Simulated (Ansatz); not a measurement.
# TiC: the cost of one run

Computed with Ansatz 0.2.0 through its Python package. Level of theory: DFT PBE, plane waves, PAW.

The COD entry's cell or inner coordinates are ideal or old and differ from later refinements, so a difference from it is no clean test against experiment.

## Step 1: The structure

It takes space group Fm-3m (No. 225, cubic). Conventional cell: a = 4.319 Å, b = 4.319 Å, c = 4.319 Å, α = 90.00°, β = 90.00°, γ = 90.00°. Around Ti (site symmetry m-3m) lie 6 C at 2.16 Å. C (site symmetry m-3m) is surrounded by 6 Ti at 2.16 Å.

The script holds or builds the structure itself.

## Step 2: Script

The input, tic_elastic.py:

```python
"""Stiffness tensor and moduli of TiC."""

import ansatz as az
import numpy as np


def main() -> None:
    lattice = az.Lattice.of(
        [0.0, 2.1593, 2.1593],
        [2.1593, 0.0, 2.1593],
        [2.1593, 2.1593, 0.0],
    )
    sites = [
        ("Ti", [0.0, 0.0, 0.0]),
        ("C", [0.5, 0.5, 0.5]),
    ]
    structure = az.Crystal(lattice=lattice)
    for symbol, position in sites:
        structure = structure.atom(symbol, position)

    model = (
        structure.calculation()
        .occupations("Marzari-Vanderbilt", width=0.1)
        .basis(470)
        .functional("pbe")
        .kpoints(20, 20, 20)
    )
    res = model.elastic("relaxed-ion").run(threads=1, pin="off")
    elastic = res.elastic

    C = np.asarray(elastic.c_gpa)
    for i in range(6):
        for j in range(i, 6):
            if abs(C[i, j]) > 0.05:
                print(f"C{i + 1}{j + 1} = {C[i, j]:.1f} GPa")
    print("smallest eigenvalue of C:", round(elastic.stability.min_eigenvalue_gpa, 1), "GPa; stable:", elastic.stability.stable)
    # averaged moduli need a positive definite tensor
    if elastic.stability.min_eigenvalue_gpa > 0:
        m = elastic.moduli
        print(f"K = {m.k_hill_gpa:.1f}, G = {m.g_hill_gpa:.1f}, E = {m.youngs_gpa:.1f} GPa, Poisson ratio {m.poisson:.3f}, K/G = {m.k_hill_gpa / m.g_hill_gpa:.2f}")


if __name__ == "__main__":
    main()
```

## Step 3: The run

Command:

```sh
$ python tic_elastic.py
```

Q: Estimate wall time and peak memory on 1 thread of AMD EPYC 7R43 (Zen 3), shared host.

About 98 s, with a peak of 0.72 GiB.
